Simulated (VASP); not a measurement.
**SnS: band structure with PBE**

**The experiment to reproduce.**

From “Linear dichroism of the optical properties of SnS and SnSe van der Waals crystals”, 2024, arxiv:2409.17412, for a bulk crystal of SnS at 20 K: band gap 1.16 eV (indirect).

Crystal: SnS.

```
CELL_PARAMETERS angstrom
11.20000 0.00000 0.00000
0.00000 3.98700 0.00000
0.00000 0.00000 4.33400
ATOMIC_POSITIONS crystal
Sn 0.11940 0.25000 0.11980
Sn 0.38060 0.75000 0.61980
Sn 0.61940 0.25000 0.38020
Sn 0.88060 0.75000 0.88020
S 0.85080 0.25000 0.47930
S 0.64920 0.75000 0.97930
S 0.35080 0.25000 0.02070
S 0.14920 0.75000 0.52070
```

- Program: VASP 6.6.1
- Task: band structure
- Functional: PBE
- Potentials or basis: VASP PAW PBE potentials, release 64 (Sn_d, S)
- Cutoff: 420 eV
- k mesh: 3 × 8 × 7
- Occupations: gaussian, width 0.02 eV
- Spin: no spin polarisation
- Further INCAR settings: ALGO = Fast; EDIFF = 1e-06; NBANDS = 50

```yaml
Pressure: 2.3 GPa
Largest_force: 0.138 eV/Å
Band_gap_on_the_k_mesh: 0.92 eV, indirect (least direct gap 1.26 eV)
Band_gap_along_the_path: 0.77 eV, indirect (least direct gap 0.91 eV)
```

Forces in eV/Å, atoms in the order of the input:
```
Sn  -0.115  0.000 -0.077
Sn   0.115  0.000 -0.077
Sn  -0.115  0.000  0.077
Sn   0.115  0.000  0.077
S    0.102  0.000 -0.078
S   -0.102  0.000 -0.078
S    0.102  0.000  0.078
S   -0.102  0.000  0.078
```

Stress tensor (GPa, compression positive):
```
2.42 0.00 0.00
0.00 2.24 0.00
0.00 0.00 2.13
```

Levels at the corners of the path, in eV from the valence-band top:
```tsv
point	band 37	band 38	band 39	band 40	band 41	band 42	band 43	band 44
Γ	-1.94	-1.21	-0.82	-0.56	0.91	2.90	2.94	3.01
X	-1.04	-1.04	-0.95	-0.95	1.25	1.25	1.65	1.65
X	-1.04	-1.04	-0.95	-0.95	1.25	1.25	1.65	1.65
S	-2.42	-2.42	-1.49	-1.49	2.78	2.78	2.97	2.97
S	-2.42	-2.42	-1.49	-1.49	2.78	2.78	2.97	2.97
Y	-1.00	-1.00	-0.11	-0.11	1.48	1.48	1.96	1.96
Y	-1.00	-1.00	-0.11	-0.11	1.48	1.48	1.96	1.96
Γ	-1.94	-1.21	-0.82	-0.56	0.91	2.90	2.94	3.01
Γ	-1.94	-1.21	-0.82	-0.56	0.91	2.90	2.94	3.01
Z	-2.16	-2.16	-0.65	-0.65	2.62	2.62	2.68	2.68
Z	-2.16	-2.16	-0.65	-0.65	2.62	2.62	2.68	2.68
U	-1.10	-1.10	-1.10	-1.10	1.62	1.62	1.62	1.62
U	-1.10	-1.10	-1.10	-1.10	1.62	1.62	1.62	1.62
R	-1.68	-1.68	-1.68	-1.68	2.62	2.62	2.62	2.62
R	-1.68	-1.68	-1.68	-1.68	2.62	2.62	2.62	2.62
T	-0.80	-0.80	-0.07	-0.07	1.43	1.43	1.92	1.92
T	-0.80	-0.80	-0.07	-0.07	1.43	1.43	1.92	1.92
Z	-2.16	-2.16	-0.65	-0.65	2.62	2.62	2.68	2.68
Y	-1.00	-1.00	-0.11	-0.11	1.48	1.48	1.96	1.96
T	-0.80	-0.80	-0.07	-0.07	1.43	1.43	1.92	1.92
U	-1.10	-1.10	-1.10	-1.10	1.62	1.62	1.62	1.62
X	-1.04	-1.04	-0.95	-0.95	1.25	1.25	1.65	1.65
S	-2.42	-2.42	-1.49	-1.49	2.78	2.78	2.97	2.97
R	-1.68	-1.68	-1.68	-1.68	2.62	2.62	2.62	2.62
```

It took 11 min on 1 thread of Intel(R) Xeon(R) Platinum 8559C (Emerald Rapids), on a shared host, peak memory 0.49 GiB.

Measured gap of SnS: 1.16 eV (indirect; 20 K; “Linear dichroism of the optical properties of SnS and SnSe van der Waals crystals”, 2024, arxiv:2409.17412). This calculation gives 0.77 eV (-0.39 eV). 2 values of this kind are on record (1.09 to 1.16 eV); this one was drawn at random. Spin-orbit coupling on Sn is left out. The value is that of PBE, without temperature or zero-point motion. Semilocal functionals fall short of measured gaps as a rule.

Caveat: spin-orbit coupling is left out, which moves the levels of the heavy elements; the mesh misses the band edges, which the band path finds closer together.
